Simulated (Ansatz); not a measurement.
# BiSb (model cell, started as zinc blende): the cell at rest

Aim: bring BiSb (model cell, started as zinc blende) to small forces and stress, as phonons need.

Method: DFT PBE, scalar-relativistic, plane waves, PAW, in Ansatz 0.2.0.

Report form: the programs' logs are mostly left out.

The structure was built from a prototype and need not be the compound's stable phase.

### Step 1. The starting structure

It takes space group F-43m (No. 216, cubic). The conventional cell has a = 7.120 Å, b = 7.120 Å, c = 7.120 Å, α = 90.00°, β = 90.00°, γ = 90.00°. Nearest to Bi lie 4 Sb at 3.08 Å. Nearest to Sb lie 4 Bi at 3.08 Å. Farther neighbours are not listed.

### Step 2. A coarse first look

First a cheap look: the gap decides the mesh and the occupations, the pressure tells how far the cell has to move.

File input.yaml:

```yaml
crystal:
  lattice:
    - [0.0, 3.56017, 3.56017]
    - [3.56017, 0.0, 3.56017]
    - [3.56017, 3.56017, 0.0]
  atoms:
    - { symbol: Bi, position: [0.0, 0.0, 0.0] }
    - { symbol: Sb, position: [0.25, 0.25, 0.25] }
kpoints:
  mp_grid: { grid: [4, 4, 4] }
hamiltonian:
  xc: pbe
scf:
  occupations: { method: gaussian, width: 0.1 }
output:
  forces: true
  stress: true
  eigenvalues: true
```

Run with:

```console
> ansatz run input.yaml --threads 4 --pin off --max-ram 7168MiB --backend cpu --events-out ev --progress --plain --runs-dir out
```

Elapsed: 0.47 s, on 4 threads of Arm Neoverse V2, shared host; peak memory 0.35 GiB; 1.4 s of CPU time.

Numbers from this step:

| Item | Value |
| --- | --- |
| pressure | -0.3294 GPa |
| volume per atom | 45.12 Å³ |
| gap on the k-mesh | 0 eV |

The coarse mesh shows no gap and a pressure of -0.3 GPa.

### Step 3. Bringing the structure to rest

The cell and atoms are relaxed, since residual forces and stress would shift the frequencies.

input.yaml, the sections that differ from step 2:

```yaml
kpoints:
  mp_grid: { grid: [10, 10, 10] }
output:
  forces: true
  stress: true
  eigenvalues: true
  write_density: true
  write_potential: true
  elf: true
  volumetric_format: npy
relax:
  adjacent_minimum: "off"
  f_tol: 0.005
  max_steps: 80
  cell: { stress_tol: 0.05 }
# crystal, hamiltonian, scf: as in step 2
```

The job ended after 8.3 s (4 threads; peak memory 0.49 GiB).

Relaxation path:

```
step  energy less that of the first step (eV)  largest force component (eV/Å)  pressure (GPa)  volume (Å³)
   1                                   0.0000                          0.0000            0.29        90.25
   2                                  -0.0006                          0.0000           -0.06        91.26
   3                                  -0.0006                          0.0000            0.00        91.09
  4*                                  -0.0007                          0.0000            0.00        91.09
```

Relaxation steps marked * repeat the geometry before them on a plane-wave basis chosen anew for their cell, so energy and pressure can jump there.

The run keeps the 24 symmetry operations that it works with, so distortions that break them were not tested.

```
conventional cell, symmetrised  before  after  change
                         a (Å)   7.120  7.142  +0.3 %
                         b (Å)   7.120  7.142  +0.3 %
                         c (Å)   7.120  7.142  +0.3 %
              volume (Å³/atom)   45.12  45.55  +0.9 %
```

Final coordinates:

```xyz
2
Lattice="0.0000 3.5712 3.5712 3.5712 0.0000 3.5712 3.5712 3.5712 0.0000" Properties=species:S:1:pos:R:3 pbc="T T T"
Bi    0.0000    0.0000    0.0000
Sb    1.7856    1.7856    1.7856
```

This step gave:

| Property | Result |
| --- | --- |
| pressure | -0.001477 GPa |
| volume per atom | 45.55 Å³ |

Electrostatic potential energy in the ac plane of a cell with a along [110], b along [-110] and c along [001] of the cube at fractional y = 0.500, with atoms of Bi and Sb within 0.2 Å of it. With pseudopotentials it is smooth inside the atoms' cores, unlike the true potential.

Ten even steps from '_' (-66 eV) to '@' (10 eV), each cell a mean:
```
@@@@@@@@@@@@@@@@@@@@@@@@@@@@@@@@@@@@@@@@@@@@@@@@@@@@@@@@
@@@@@@@@@@@@@@@@@@@@@@@@@@@@@@@@@@@@@@@@@@@@@@@@@@@@@@@@
@@@@@@@@@@@@@@@@@@@@@@@@@@@@@@@@@@@@@@@@@@@@@@@@@@@@@@@@
@@@@@@@@@@@@@@@@@@@@@@@@@@@@@@@@@@@@@@@@@@@@@@@@@@@@@@@@
@@@@@@@@@@@@@@@@@@@@@@@@@@@@@@@@@@@@@@@@@@@@@@@@@@@@@@@@
@@@@@@@@@@@@@@@@@@@@@@@@@@@@@@@@@@@@@@@@@@@@@@@@@@@@@@@@
@@@@@@@@@@%%####%%%%@@@@@@@@@@@@@@@@@@%%####%%%%@@@@@@@@
@@@@@@@@%%**--::==##@@@@@@@@@@@@@@@@%%**--::==##@@@@@@@@
@@@@@@@@##::______++%%@@@@@@@@@@@@@@##::______++%%@@@@@@
@@@@@@@@##..______==%%@@@@@@@@@@@@@@##..______==%%@@@@@@
@@@@@@@@##==____..**%%@@@@@@@@@@@@@@##==____..**%%@@@@@@
####%%@@%%##++==**%%@@@@%%######%%@@%%##++==**%%@@@@%%##
++**##@@@@@@%%%%%%@@@@%%**++++**##@@@@@@%%%%%%@@@@%%**++
**++**%%@@@@@@@@@@@@@@##**++**++**%%@@@@@@@@@@@@@@##**++
**++**%%@@@@@@@@@@@@@@##++****++**%%@@@@@@@@@@@@@@##++**
++**##@@@@@@@@@@@@@@@@%%**++++**##@@@@@@@@@@@@@@@@%%**++
####%%@@@@@@@@@@@@@@@@@@%%######%%@@@@@@@@@@@@@@@@@@%%##
@@@@@@@@@@@@@@@@@@@@@@@@@@@@@@@@@@@@@@@@@@@@@@@@@@@@@@@@
@@@@@@@@@@@@@@@@@@@@@@@@@@@@@@@@@@@@@@@@@@@@@@@@@@@@@@@@
```
Columns run along a (10.1 Å; values clipped at the 3rd and 97th percentile), rows up along c (7.1 Å), edges of the conventional cell, whose origin can differ from the input's. Atoms in or near the plane, at fractional coordinates: Bi at (0.75, 0.50), Bi at (0.25, 0.50), Sb at (0.50, 0.25), Sb at (0.00, 0.25).

Valence density in the ac plane of a cell with a along [110], b along [-110] and c along [001] of the cube at fractional y = 0.500, with atoms of Bi and Sb within 0.2 Å of it. It is the smooth field of the valence electrons, not physical close to the nuclei.

Values in e/Å³, 10 rows by 16 columns, each cell a mean:
```
 0  0  0  0  0  0  0  0  0  0  0  0  0  0  0  0
 0  0  0  0  0  0  0  0  0  0  0  0  0  0  0  0
 0  0  0  0  0  0  0  0  0  0  0  0  0  0  0  0
 0  0  0  1  1  0  0  0  0  0  0  1  1  0  0  0
 0  0  1  4  6  1  0  0  0  0  1  4  6  1  0  0
 0  0  1  4  4  1  0  0  0  0  1  4  4  1  0  0
 3  1  0  0  0  0  0  2  3  1  0  0  0  0  0  2
12  1  0  0  0  0  1  8 12  1  0  0  0  0  1  8
 2  0  0  0  0  0  0  1  2  0  0  0  0  0  0  1
 0  0  0  0  0  0  0  0  0  0  0  0  0  0  0  0
```
Columns run along a (10.1 Å), rows up along c (7.1 Å), edges of the conventional cell, whose origin can differ from the input's. Atoms in or near the plane, at fractional coordinates: Bi at (0.75, 0.50), Bi at (0.25, 0.50), Sb at (0.50, 0.25), Sb at (0.00, 0.25).

ELF in the ac plane of a cell with a along [110], b along [-110] and c along [001] of the cube at fractional y = 0.500, with atoms of Bi and Sb within 0.2 Å of it. It is the smooth field of the valence electrons, not physical close to the nuclei.

Ten even steps from '_' (0.01) to '@' (0.54), each cell a mean:
```
--::..________________..::::--::..________________..::::
..__________________________..__________________________
________________________________________________________
__________........____________________........__________
________..--------::..______________..--------::..______
______::==++******++--..__________::==++******++--..____
____::==############**--..______::==############**--..__
__..--**%%%%****##%%##++::..__..--**%%%%****##%%##++::..
::--==##%%**::::==%%##++--::::--==##%%**::::==%%##++--::
##****####++::----####******##****####++::----####******
@@@@%%%%####==--++####%%@@@@@@@@%%%%####==--++####%%@@@@
####@@@@%%##########%%@@%%######@@@@%%##########%%@@%%##
::==##@@%%##########@@%%**--::==##@@%%##########@@%%**--
__..**@@%%**++++++##@@##--____..**@@%%**++++++##@@##--__
__..**%%%%==--::--**@@##--____..**%%%%==--::--**@@##--__
::==##@@##--....::++@@%%**--::==##@@##--....::++@@%%**--
**##%%@@++::____..==##@@%%##**##%%@@++::____..==##@@%%##
@@@@%%**--..______::==##@@@@@@@@%%**--..______::==##@@@@
##**++--..__________::==**####**++--..__________::==**##
```
Columns run along a (10.1 Å), rows up along c (7.1 Å), edges of the conventional cell, whose origin can differ from the input's. Atoms in or near the plane, at fractional coordinates: Bi at (0.75, 0.50), Bi at (0.25, 0.50), Sb at (0.50, 0.25), Sb at (0.00, 0.25).

In this step the volume went from 45.12 to 45.55 Å³/atom.

### Step 4. Relaxing to small forces for the phonons

Phonons need a cell at rest on their own settings, so the relaxation is repeated with tight tolerances on forces and stress, using the mesh and the filling of the phonon run that follows.

input.yaml, the sections that differ from step 3:

```yaml
crystal:
  lattice:
    - [0.0, 3.5712225035, 3.5712225035]
    - [3.5712225035, 0.0, 3.5712225035]
    - [3.5712225035, 3.5712225035, 0.0]
  atoms:
    - { symbol: Bi, position: [0.0, 0.0, 0.0] }
    - { symbol: Sb, position: [0.25, 0.25, 0.25] }
scf:
  occupations: { method: methfessel_paxton, width: 0.15 }
relax:
  adjacent_minimum: "off"
  f_tol: 0.001
  max_steps: 60
  cell: { stress_tol: 0.01 }
# kpoints, hamiltonian, output: as in step 3
```

Wall time 4.5 s (4 threads); peak memory 0.48 GiB; 17 s of CPU time.

Little changed from the start: no atom moved by 0.005 Å and no cell edge by 0.1 %.

This step gave:

| Property | Result |
| --- | --- |
| pressure | -6.20e-4 GPa |

Electrostatic potential energy in the ac plane of a cell with a along [110], b along [-110] and c along [001] of the cube at fractional y = 0.000, with atoms of Bi and Sb within 0.2 Å of it. With pseudopotentials it is smooth inside the atoms' cores, unlike the true potential.

Values in eV, 10 rows by 16 columns, each cell a mean:
```
-57 -16   5   4   3   5  -6 -50 -57 -16   5   4   3   5  -6 -50
 -4   3  -1 -17 -18  -6   4  -2  -4   3  -1 -17 -18  -6   4  -2
  8   7  -7 -21 -20 -13   6   8   8   7  -7 -21 -20 -13   6   8
 10   9   2 -12 -14  -2   8  10  10   9   2 -12 -14  -2   8  10
 10  10   9   7   6   8   9  10  10  10   9   7   6   8   9  10
 10  10  10   9   9  10  10  10  10  10  10   9   9  10  10  10
 10  10  10  10  10  10  10  10  10  10  10  10  10  10  10  10
  7   8   9  10  10  10   9   8   7   8   9  10  10  10   9   8
-14   1   8   9  10   9   4 -10 -14   1   8   9  10   9   4 -10
-64 -21   5   9   9   7  -9 -58 -64 -21   5   9   9   7  -9 -58
```
Columns run along a (10.1 Å; values clipped at the 3rd and 97th percentile), rows up along c (7.1 Å), edges of the conventional cell, whose origin can differ from the input's. Atoms in or near the plane, at fractional coordinates: Bi at (0.50, 0.00), Bi at (0.00, 0.00), Sb at (0.75, 0.75), Sb at (0.25, 0.75).

ELF in the ac plane of a cell with a along [110], b along [-110] and c along [001] of the cube at fractional y = 0.000, with atoms of Bi and Sb within 0.2 Å of it. It is the smooth field of the valence electrons, not physical close to the nuclei.

Values, 10 rows by 16 columns, each cell a mean:
```
0.25 0.41 0.46 0.48 0.48 0.47 0.42 0.30 0.25 0.41 0.46 0.48 0.48 0.47 0.42 0.30
0.40 0.44 0.50 0.27 0.23 0.45 0.48 0.40 0.40 0.44 0.50 0.27 0.23 0.45 0.48 0.40
0.21 0.41 0.43 0.09 0.04 0.35 0.47 0.23 0.21 0.41 0.43 0.09 0.04 0.35 0.47 0.23
0.06 0.29 0.48 0.35 0.32 0.46 0.38 0.09 0.06 0.29 0.48 0.35 0.32 0.46 0.38 0.09
0.02 0.10 0.30 0.44 0.45 0.35 0.14 0.03 0.02 0.10 0.30 0.44 0.45 0.35 0.14 0.03
0.02 0.02 0.05 0.11 0.11 0.07 0.03 0.02 0.02 0.02 0.05 0.11 0.11 0.07 0.03 0.02
0.06 0.04 0.02 0.02 0.02 0.02 0.03 0.05 0.06 0.04 0.02 0.02 0.02 0.02 0.03 0.05
0.25 0.17 0.06 0.01 0.01 0.04 0.14 0.24 0.25 0.17 0.06 0.01 0.01 0.04 0.14 0.24
0.42 0.40 0.22 0.05 0.04 0.16 0.37 0.42 0.42 0.40 0.22 0.05 0.04 0.16 0.37 0.42
0.22 0.43 0.34 0.19 0.19 0.29 0.43 0.25 0.22 0.43 0.34 0.19 0.19 0.29 0.43 0.25
```
Columns run along a (10.1 Å), rows up along c (7.1 Å), edges of the conventional cell, whose origin can differ from the input's. Atoms in or near the plane, at fractional coordinates: Bi at (0.50, 0.00), Bi at (0.00, 0.00), Sb at (0.75, 0.75), Sb at (0.25, 0.75).

Valence density in the ac plane of a cell with a along [110], b along [-110] and c along [001] of the cube at fractional y = 0.000, with atoms of Bi and Sb within 0.2 Å of it. It is the smooth field of the valence electrons, not physical close to the nuclei.

Values in e/Å³, 10 rows by 16 columns, each cell a mean:
```
 4  1  0  0  0  0  1  4  4  1  0  0  0  0  1  4
 0  0  0  2  3  1  0  0  0  0  0  2  3  1  0  0
 0  0  1  8 12  1  0  0  0  0  1  8 12  1  0  0
 0  0  0  1  2  0  0  0  0  0  0  1  2  0  0  0
 0  0  0  0  0  0  0  0  0  0  0  0  0  0  0  0
 0  0  0  0  0  0  0  0  0  0  0  0  0  0  0  0
 0  0  0  0  0  0  0  0  0  0  0  0  0  0  0  0
 0  0  0  0  0  0  0  0  0  0  0  0  0  0  0  0
 1  0  0  0  0  0  0  1  1  0  0  0  0  0  0  1
 6  1  0  0  0  0  1  4  6  1  0  0  0  0  1  4
```
Columns run along a (10.1 Å), rows up along c (7.1 Å), edges of the conventional cell, whose origin can differ from the input's. Atoms in or near the plane, at fractional coordinates: Bi at (0.50, 0.00), Bi at (0.00, 0.00), Sb at (0.75, 0.75), Sb at (0.25, 0.75).

The forces vanish by symmetry and the pressure is -0.001 GPa, within the tolerances set. The cell now holds 45.55 Å³/atom.

### Step 5. Summary of results

```json
{
  "space group after relaxation (within 0.01 Å)": "F-43m",
  "lattice constant a": "7.142 Å",
  "lattice constant b": "7.142 Å",
  "lattice constant c": "7.142 Å",
  "volume per atom": "45.5 Å³"
}
```

What this shows: The forces vanish by symmetry and the pressure is -0.001 GPa, within the tolerances set. The cell now holds 45.55 Å³/atom. The relaxation keeps the symmetry of its start, so it says nothing on stability against lower symmetry. Spin-orbit coupling is left out, which can matter for the heavy elements here. The starting cell was built on a prototype and not taken from a measurement, so the phase need not exist.

[Logs are printed without paths, hosts, clocks, repeated set-up lines and the standing remarks that a program may print on its own settings, such as how far it seeks lower states.]

[Hosts, paths, dates, database ids (printed as entryN), source tags and the programs' standing remarks are cut or masked in the printed files.]
